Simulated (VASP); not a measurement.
# TaN (P6_3mc) in VASP: further runs

The runs below take TaN through single point, with PBEsol+U.

All numbers are computed with VASP 6.6.1; they aren't measurements. Logs are shortened: lines on timing, memory, paths and dates and some standing lists are left out, and cuts for length are marked.

**1. The structure**

Symmetry: P6_3mc, No. 186, hexagonal system. Conventional cell: a = 3.050 Å, b = 3.050 Å, c = 4.940 Å, α = 90.00°, β = 90.00°, γ = 120.00°. Around Ta (site symmetry 3m) lie 4 N at 1.85 to 1.90 Å. N (site symmetry 3m) is surrounded by 4 Ta at 1.85 to 1.90 Å.

**2. Single point, PBEsol+U, collinear spin, ferromagnetic start**

INCAR

```
SYSTEM = TaN
  PREC = Accurate
  ENCUT = 520
  EDIFF = 1E-6
  ISMEAR = 0
  SIGMA = 0.05
  LREAL = .FALSE.
  LASPH = .TRUE.
  NELM = 60
  ALGO = Normal
  ISIF = 2
  LWAVE = .FALSE.
  LCHARG = .FALSE.
  ISPIN = 2
  MAGMOM = 0.5 0.5 0 0
  LORBIT = 11
  LMAXMIX = 4
  LDAU = .TRUE.
  LDAUTYPE = 2
  LDAUL = 2 -1
  LDAUU = 2 0
  LDAUJ = 0 0
  LDAUPRINT = 1
  GGA = PS
  NBANDS = 28
```

KPOINTS

```
Automatic mesh
0
G
  8 8 5
  0 0 0
```

POSCAR

```
TaN
1.0
    3.0500020400      0.0000000000      0.0000000000
   -1.5250010200      2.6413792500      0.0000000000
    0.0000000000      0.0000000000      4.9400015300
Ta N
2 2
Direct
    0.3333333333      0.6666666667      0.0000000000
    0.6666666667      0.3333333333      0.5000000000
    0.3333333333      0.6666666667      0.3850000000
    0.6666666667      0.3333333333      0.8850000000
```

Potentials or basis: VASP PAW PBE potentials, release 64 (Ta_pv, N).

The run is started by

```bash
$ cat potpaw_PBE.64/Ta_pv/POTCAR potpaw_PBE.64/N/POTCAR > POTCAR
$ mpirun -np 1 vasp_std > vasp.out
```

OUTCAR:

```text
SYSTEM = TaN
   PREC = Accurate
   ENCUT = 520
   EDIFF = 1E-6
   ISMEAR = 0
   LREAL = .FALSE.
   LASPH = .TRUE.
   NELM = 60
   ISIF = 2
   ISPIN = 2
   LORBIT = 11
   GGA = PS

 ion  position               nearest neighbor table
   1  0.333  0.667  0.000-   4 1.85   4 1.85   4 1.85   3 1.90   2 3.03   2 3.03   2 3.03   2 3.03
                             2 3.03   2 3.03
   2  0.667  0.333  0.500-   3 1.85   3 1.85   3 1.85   4 1.90   1 3.03   1 3.03   1 3.03   1 3.03
                             1 3.03   1 3.03
   3  0.333  0.667  0.385-   2 1.85   2 1.85   2 1.85   1 1.90
   4  0.667  0.333  0.885-   1 1.85   1 1.85   1 1.85   2 1.90

  LATTYP: Found a hexagonal cell.
 ALAT       =     3.0500020400
 C/A-ratio  =     1.6196715495

  Lattice vectors:

 A1 = (   3.0500020400,   0.0000000000,   0.0000000000)
 A2 = (  -1.5250010200,   2.6413792500,   0.0000000000)
 A3 = (   0.0000000000,   0.0000000000,   4.9400015300)

Analysis of symmetry for initial positions (statically):
=====================================================================
 Subroutine PRICEL returns:
 Original cell was already a primitive cell.

 Routine SETGRP: Setting up the symmetry group for a
 hexagonal supercell.

 Subroutine GETGRP returns: Found 12 space group operations
 (whereof  6 operations were pure point group operations)
 out of a pool of 24 trial point group operations.

The static configuration has the point symmetry C_3v.
 The point group associated with its full space group is C_6v.

Analysis of symmetry for dynamics (positions and initial velocities):
=====================================================================
 Subroutine PRICEL returns:
 Original cell was already a primitive cell.

 Routine SETGRP: Setting up the symmetry group for a
 hexagonal supercell.

 Subroutine GETGRP returns: Found 12 space group operations
 (whereof  6 operations were pure point group operations)
 out of a pool of 24 trial point group operations.

The dynamic configuration has the point symmetry C_3v.
 The point group associated with its full space group is C_6v.

Analysis of structural, dynamic, and magnetic symmetry:
=====================================================================
 Subroutine PRICEL returns:
 Original cell was already a primitive cell.

 Routine SETGRP: Setting up the symmetry group for a
 hexagonal supercell.

 Subroutine GETGRP returns: Found 12 space group operations
 (whereof  6 operations were pure point group operations)
 out of a pool of 24 trial point group operations.

The overall configuration has the point symmetry C_3v.
 The point group associated with its full space group is C_6v.

 Subroutine INISYM returns: Found 12 space group operations
 (whereof  6 operations are pure point group operations),
 and found     1 'primitive' translations

----------------------------------------------------------------------------------------

                                     Primitive cell

  volume of cell :      39.7977

  direct lattice vectors                    reciprocal lattice vectors
     3.050002040  0.000000000  0.000000000     0.327868633  0.189295043  0.000000000
[... 143 lines left out ...]
  0.0000  0.0000  0.3424  0.0000  0.0000
  0.0603 -0.0000  0.0000  0.2654  0.0000
  0.0000  0.0603  0.0000  0.0000  0.3174

spin component  2

  0.3173 -0.0000  0.0000  0.0603  0.0000
 -0.0000  0.2653  0.0000 -0.0000  0.0603
  0.0000  0.0000  0.3424  0.0000  0.0000
  0.0603 -0.0000  0.0000  0.2653  0.0000
  0.0000  0.0603  0.0000  0.0000  0.3173

 occupancies and eigenvectors

  o =  0.2257  v =  0.0000  0.0000  0.0000  0.0000  0.0000  0.5495  0.0000 -0.0000 -0.8355 -0.0000      0.0000  0.0000  0.0000  0.0000  0.0000  0.0000  0.0000  0.0000  0.0000  0.0000
  o =  0.2257  v =  0.0000  0.0000  0.0000  0.0000  0.0000  0.0000  0.8355  0.0000  0.0000 -0.5495      0.0000  0.0000  0.0000  0.0000  0.0000  0.0000  0.0000  0.0000  0.0000  0.0000
  o =  0.2257  v =  0.5495  0.0000 -0.0000 -0.8355 -0.0000  0.0000  0.0000  0.0000  0.0000  0.0000      0.0000  0.0000  0.0000  0.0000  0.0000  0.0000  0.0000  0.0000  0.0000  0.0000
  o =  0.2257  v =  0.0000 -0.8355 -0.0000 -0.0000  0.5495  0.0000  0.0000  0.0000  0.0000  0.0000      0.0000  0.0000  0.0000  0.0000  0.0000  0.0000  0.0000  0.0000  0.0000  0.0000
  o =  0.3424  v =  0.0000  0.0000  0.0000  0.0000  0.0000  0.0000  0.0000 -1.0000  0.0000  0.0000      0.0000  0.0000  0.0000  0.0000  0.0000  0.0000  0.0000  0.0000  0.0000  0.0000
  o =  0.3424  v =  0.0000 -0.0000  1.0000 -0.0000 -0.0000  0.0000  0.0000  0.0000  0.0000  0.0000      0.0000  0.0000  0.0000  0.0000  0.0000  0.0000  0.0000  0.0000  0.0000  0.0000
  o =  0.3570  v =  0.0000  0.0000  0.0000  0.0000  0.0000 -0.8355  0.0000 -0.0000 -0.5495 -0.0000      0.0000  0.0000  0.0000  0.0000  0.0000  0.0000  0.0000  0.0000  0.0000  0.0000
  o =  0.3570  v =  0.0000  0.0000  0.0000  0.0000  0.0000  0.0000  0.5495  0.0000 -0.0000  0.8355      0.0000  0.0000  0.0000  0.0000  0.0000  0.0000  0.0000  0.0000  0.0000  0.0000
  o =  0.3570  v = -0.8355  0.0000 -0.0000 -0.5495 -0.0000  0.0000  0.0000  0.0000  0.0000  0.0000      0.0000  0.0000  0.0000  0.0000  0.0000  0.0000  0.0000  0.0000  0.0000  0.0000
  o =  0.3570  v =  0.0000 -0.5495 -0.0000 -0.0000 -0.8355  0.0000  0.0000  0.0000  0.0000  0.0000      0.0000  0.0000  0.0000  0.0000  0.0000  0.0000  0.0000  0.0000  0.0000  0.0000

atom =   2  type =  1  l = 2

 onsite density matrix

spin component  1

  0.3174  0.0000  0.0000 -0.0603  0.0000
  0.0000  0.2654 -0.0000 -0.0000 -0.0603
  0.0000 -0.0000  0.3424 -0.0000  0.0000
 -0.0603 -0.0000 -0.0000  0.2654 -0.0000
  0.0000 -0.0603  0.0000 -0.0000  0.3174

spin component  2

  0.3173  0.0000  0.0000 -0.0603  0.0000
  0.0000  0.2653 -0.0000 -0.0000 -0.0603
  0.0000 -0.0000  0.3424 -0.0000  0.0000
 -0.0603 -0.0000 -0.0000  0.2653 -0.0000
  0.0000 -0.0603  0.0000 -0.0000  0.3173

 occupancies and eigenvectors

  o =  0.2257  v =  0.0000  0.0000  0.0000  0.0000  0.0000 -0.5495  0.0000  0.0000 -0.8355  0.0000      0.0000  0.0000  0.0000  0.0000  0.0000  0.0000  0.0000  0.0000  0.0000  0.0000
  o =  0.2257  v =  0.0000  0.0000  0.0000  0.0000  0.0000  0.0000  0.8355 -0.0000  0.0000  0.5495      0.0000  0.0000  0.0000  0.0000  0.0000  0.0000  0.0000  0.0000  0.0000  0.0000
  o =  0.2257  v = -0.5495  0.0000  0.0000 -0.8355  0.0000  0.0000  0.0000  0.0000  0.0000  0.0000      0.0000  0.0000  0.0000  0.0000  0.0000  0.0000  0.0000  0.0000  0.0000  0.0000
  o =  0.2257  v =  0.0000 -0.8355  0.0000 -0.0000 -0.5495  0.0000  0.0000  0.0000  0.0000  0.0000      0.0000  0.0000  0.0000  0.0000  0.0000  0.0000  0.0000  0.0000  0.0000  0.0000
  o =  0.3424  v =  0.0000  0.0000  0.0000  0.0000  0.0000  0.0000 -0.0000 -1.0000 -0.0000  0.0000      0.0000  0.0000  0.0000  0.0000  0.0000  0.0000  0.0000  0.0000  0.0000  0.0000
  o =  0.3424  v =  0.0000 -0.0000 -1.0000 -0.0000  0.0000  0.0000  0.0000  0.0000  0.0000  0.0000      0.0000  0.0000  0.0000  0.0000  0.0000  0.0000  0.0000  0.0000  0.0000  0.0000
  o =  0.3570  v =  0.0000  0.0000  0.0000  0.0000  0.0000 -0.8355  0.0000 -0.0000  0.5495 -0.0000      0.0000  0.0000  0.0000  0.0000  0.0000  0.0000  0.0000  0.0000  0.0000  0.0000
  o =  0.3570  v =  0.0000  0.0000  0.0000  0.0000  0.0000  0.0000 -0.5495  0.0000 -0.0000  0.8355      0.0000  0.0000  0.0000  0.0000  0.0000  0.0000  0.0000  0.0000  0.0000  0.0000
  o =  0.3570  v = -0.8355  0.0000 -0.0000  0.5495 -0.0000  0.0000  0.0000  0.0000  0.0000  0.0000      0.0000  0.0000  0.0000  0.0000  0.0000  0.0000  0.0000  0.0000  0.0000  0.0000
  o =  0.3570  v =  0.0000 -0.5495  0.0000  0.0000  0.8355  0.0000  0.0000  0.0000  0.0000  0.0000      0.0000  0.0000  0.0000  0.0000  0.0000  0.0000  0.0000  0.0000  0.0000  0.0000

 number of electron      32.0000000 magnetization       0.0000927

 Free energy of the ion-electron system (eV)
  ---------------------------------------------------
  ext. energy  EPLUGINS =         0.00000000
  ---------------------------------------------------
  free energy    TOTEN  =       -36.62766451 eV

  energy without entropy =      -36.62452154  energy(sigma->0) =      -36.62609302

 E-fermi :   9.7637     XC(G=0): -13.7050

 val. band max:        9.7188312519   @ k =   0.3750   0.0000   0.2000
 cond. band min:       9.7892933884   @ k =   0.1250   0.1250   0.4000
 fundamental gap:      0.0704621365
 Fermi energy:         9.7637388439

 spin component 1

 k-point     1 :       0.0000    0.0000    0.0000
  band No.  band energies     occupation
      1     -26.5774      1.00000
      2     -25.4764      1.00000
      3     -25.4764      1.00000
      4     -25.2857      1.00000
      5     -25.2857      1.00000
      6     -25.2293      1.00000
[... 1481 lines left out ...]
     27      21.2403      0.00000
     28      22.4455      0.00000

 [... further k-points ...]
[... 5 lines left out ...]
  --------------------------------------------------------------------------------------
  -------------------------------------------------------------------------------------
  Total       36.1495020     36.1495020     30.2071135      0.0000000     -0.0000000      0.0000000
  in kB     1455.3080299   1455.3080318   1216.0791264      0.0000000     -0.0000000      0.0000000
  external PRESSURE =    1375.5650627 kB  Pullay stress =       0.0000000 kB

 VOLUME and BASIS-vectors are now :
 -----------------------------------------------------------------------------
  energy-cutoff  :      520.00
  volume of cell :       39.80
      direct lattice vectors                 reciprocal lattice vectors
     3.050002040  0.000000000  0.000000000     0.327868633  0.189295043  0.000000000
    -1.525001020  2.641379250  0.000000000     0.000000000  0.378590087  0.000000000
     0.000000000  0.000000000  4.940001530     0.000000000  0.000000000  0.202429087

 POSITION                                       TOTAL-FORCE (eV/Angst)
 -----------------------------------------------------------------------------------
     -0.00000      1.76092      0.00000         0.000000      0.000000      2.473330
      1.52500      0.88046      2.47000        -0.000000      0.000000      2.473330
     -0.00000      1.76092      1.90190        -0.000000      0.000000     -2.473330
      1.52500      0.88046      4.37190         0.000000     -0.000000     -2.473330
 -----------------------------------------------------------------------------------
    total drift:                               -0.000000      0.000000      0.000819

  FREE ENERGIE OF THE ION-ELECTRON SYSTEM (eV)
  ---------------------------------------------------
  free  energy   TOTEN  =       -36.6276645093 eV

  energy  without entropy=      -36.6245215384  energy(sigma->0) =      -36.62609302

 total charge

# of ion       s       p       d       tot
------------------------------------------
    1        0.408   6.419   2.943   9.771
    2        0.408   6.419   2.943   9.771
    3        1.291   2.760   0.000   4.050
    4        1.291   2.760   0.000   4.050
--------------------------------------------------
tot          3.399  18.358   5.887  27.644

 magnetization (x)

# of ion       s       p       d       tot
------------------------------------------
    1        0.000  -0.000   0.000   0.000
    2        0.000  -0.000   0.000   0.000
    3       -0.000  -0.000   0.000  -0.000
    4       -0.000  -0.000   0.000  -0.000
--------------------------------------------------
tot          0.000  -0.000   0.000   0.000
```

It took 47 s on 1 thread of Intel Xeon Platinum 8488C (Sapphire Rapids), shared host; peak memory 0.21 GiB.

Results:

- Free energy: -36.6277 eV
- Pressure: 137.6 GPa
- Largest force: 2.473 eV/Å
- Band gap on the k mesh: none (metal or under the smearing width)
- Net moment: 0.00 μB per cell
- Valence electrons inside the program's atomic spheres: Ta 9.77; N 4.05

Forces in eV/Å, atoms in the order of the input:
```
Ta   0.000  0.000  2.473
Ta   0.000  0.000  2.473
N    0.000  0.000 -2.473
N    0.000  0.000 -2.473
```

Eigenvalues of the final occupation matrices:
| site | spin | trace | eigenvalues |
| --- | --- | --- | --- |
| site 1 d | 1 | 1.51 | 0.23 0.23 0.34 0.36 0.36 |
| site 1 d | 2 | 1.51 | 0.23 0.23 0.34 0.36 0.36 |
| site 2 d | 1 | 1.51 | 0.23 0.23 0.34 0.36 0.36 |
| site 2 d | 2 | 1.51 | 0.23 0.23 0.34 0.36 0.36 |

Caveat: a pressure of tens of GPa on the cell as given is suspect, and the run, the potentials or the cell itself is likely at fault; the PAW data sets were made with another functional, which shifts forces and pressure a little. Spin-orbit coupling is left out, which matters for the levels of Ta.

**3. Single point, PBEsol+U, collinear spin, antiferromagnetic start**

INCAR, as its differences from that of step 2:

```diff
@@ -14,3 +14,3 @@
   ISPIN = 2
-  MAGMOM = 0.5 0.5 0 0
+  MAGMOM = 0.5 -0.5 0 0
   LORBIT = 11
```

KPOINTS is that of step 2.

POSCAR is that of step 2.

Potentials or basis: VASP PAW PBE potentials, release 64 (Ta_pv, N).

The run is started by

```bash
$ cat potpaw_PBE.64/Ta_pv/POTCAR potpaw_PBE.64/N/POTCAR > POTCAR
$ mpirun -np 1 vasp_std > vasp.out
```

OUTCAR:

```text
SYSTEM = TaN
   PREC = Accurate
   ENCUT = 520
   EDIFF = 1E-6
   ISMEAR = 0
   LREAL = .FALSE.
   LASPH = .TRUE.
   NELM = 60
   ISIF = 2
   ISPIN = 2
   LORBIT = 11
   GGA = PS

 ion  position               nearest neighbor table
   1  0.333  0.667  0.000-   4 1.85   4 1.85   4 1.85   3 1.90   2 3.03   2 3.03   2 3.03   2 3.03
                             2 3.03   2 3.03
   2  0.667  0.333  0.500-   3 1.85   3 1.85   3 1.85   4 1.90   1 3.03   1 3.03   1 3.03   1 3.03
                             1 3.03   1 3.03
   3  0.333  0.667  0.385-   2 1.85   2 1.85   2 1.85   1 1.90
   4  0.667  0.333  0.885-   1 1.85   1 1.85   1 1.85   2 1.90

  LATTYP: Found a hexagonal cell.
 ALAT       =     3.0500020400
 C/A-ratio  =     1.6196715495

  Lattice vectors:

 A1 = (   3.0500020400,   0.0000000000,   0.0000000000)
 A2 = (  -1.5250010200,   2.6413792500,   0.0000000000)
 A3 = (   0.0000000000,   0.0000000000,   4.9400015300)

Analysis of symmetry for initial positions (statically):
=====================================================================
 Subroutine PRICEL returns:
 Original cell was already a primitive cell.
[... 1772 lines left out ...]
  --------------------------------------------------------------------------------------
  -------------------------------------------------------------------------------------
  Total       36.1490579     36.1490579     30.2068987     -0.0000000      0.0000000      0.0000000
  in kB     1455.2901522   1455.2901542   1216.0704804     -0.0000000      0.0000000      0.0000000
  external PRESSURE =    1375.5502623 kB  Pullay stress =       0.0000000 kB

 VOLUME and BASIS-vectors are now :
 -----------------------------------------------------------------------------
  energy-cutoff  :      520.00
  volume of cell :       39.80
      direct lattice vectors                 reciprocal lattice vectors
     3.050002040  0.000000000  0.000000000     0.327868633  0.189295043  0.000000000
    -1.525001020  2.641379250  0.000000000     0.000000000  0.378590087  0.000000000
     0.000000000  0.000000000  4.940001530     0.000000000  0.000000000  0.202429087

 POSITION                                       TOTAL-FORCE (eV/Angst)
 -----------------------------------------------------------------------------------
     -0.00000      1.76092      0.00000         0.000000     -0.000000      2.473326
      1.52500      0.88046      2.47000        -0.000000      0.000000      2.473326
     -0.00000      1.76092      1.90190         0.000000      0.000000     -2.473326
      1.52500      0.88046      4.37190        -0.000000     -0.000000     -2.473326
 -----------------------------------------------------------------------------------
    total drift:                               -0.000000      0.000000      0.000778

  FREE ENERGIE OF THE ION-ELECTRON SYSTEM (eV)
  ---------------------------------------------------
  free  energy   TOTEN  =       -36.6276645034 eV

  energy  without entropy=      -36.6245216131  energy(sigma->0) =      -36.62609306

 total charge

# of ion       s       p       d       tot
------------------------------------------
    1        0.408   6.419   2.943   9.771
    2        0.408   6.419   2.943   9.771
    3        1.291   2.760   0.000   4.050
    4        1.291   2.760   0.000   4.050
--------------------------------------------------
tot          3.399  18.358   5.887  27.644

 magnetization (x)

# of ion       s       p       d       tot
------------------------------------------
    1       -0.000  -0.000  -0.000  -0.000
    2        0.000   0.000   0.000   0.000
    3        0.000  -0.000   0.000  -0.000
    4       -0.000   0.000   0.000   0.000
--------------------------------------------------
tot          0.000   0.000   0.000   0.000
```

stdout:

```text
POSCAR found type information on POSCAR TaN
 POSCAR found :  2 types and       4 ions
 scaLAPACK will be used
 -----------------------------------------------------------------------------
|                                                                             |
|                                                                             |
|     You enforced a specific xc type in the INCAR file but a different       |
|     I HOPE YOU KNOW WHAT YOU ARE DOING!                                     |
|                                                                             |
 -----------------------------------------------------------------------------

 LDA part: xc-table for (Slater+PW92), standard interpolation
 POSCAR, INCAR and KPOINTS ok, starting setup
 FFT: planning ... GRIDC
 FFT: planning ... GRID_SOFT
 FFT: planning ... GRID
 WAVECAR not read
 entering main loop
```

Wall time 56 s (1 thread of Intel Xeon Platinum 8488C (Sapphire Rapids), shared host); peak memory 0.2 GiB.

Results:

```yaml
Free_energy: -36.6277 eV
Pressure: 137.6 GPa
Largest_force: 2.473 eV/Å
Band_gap_on_the_k_mesh: none (metal or under the smearing width)
Net_moment: 0.00 μB per cell
Valence_electrons_inside_the_program's_atomic_spheres: Ta 9.77; N 4.05
```

Forces in eV/Å, atoms in the order of the input:
```
Ta   0.000  0.000  2.473
Ta   0.000  0.000  2.473
N    0.000  0.000 -2.473
N    0.000  0.000 -2.473
```

Stress tensor (GPa, compression positive):
```
145.53   0.00   0.00
  0.00 145.53   0.00
  0.00   0.00 121.61
```

Eigenvalues of the final occupation matrices:
| site | spin | trace | eigenvalues |
| --- | --- | --- | --- |
| site 1 d | 1 | 1.51 | 0.23 0.23 0.34 0.36 0.36 |
| site 1 d | 2 | 1.51 | 0.23 0.23 0.34 0.36 0.36 |
| site 2 d | 1 | 1.51 | 0.23 0.23 0.34 0.36 0.36 |
| site 2 d | 2 | 1.51 | 0.23 0.23 0.34 0.36 0.36 |

Caveat: a pressure of tens of GPa on the cell as given is suspect, and the run, the potentials or the cell itself is likely at fault; the PAW data sets were made with another functional, which shifts forces and pressure a little. The run has no spin-orbit coupling, so splittings on Ta are missing.
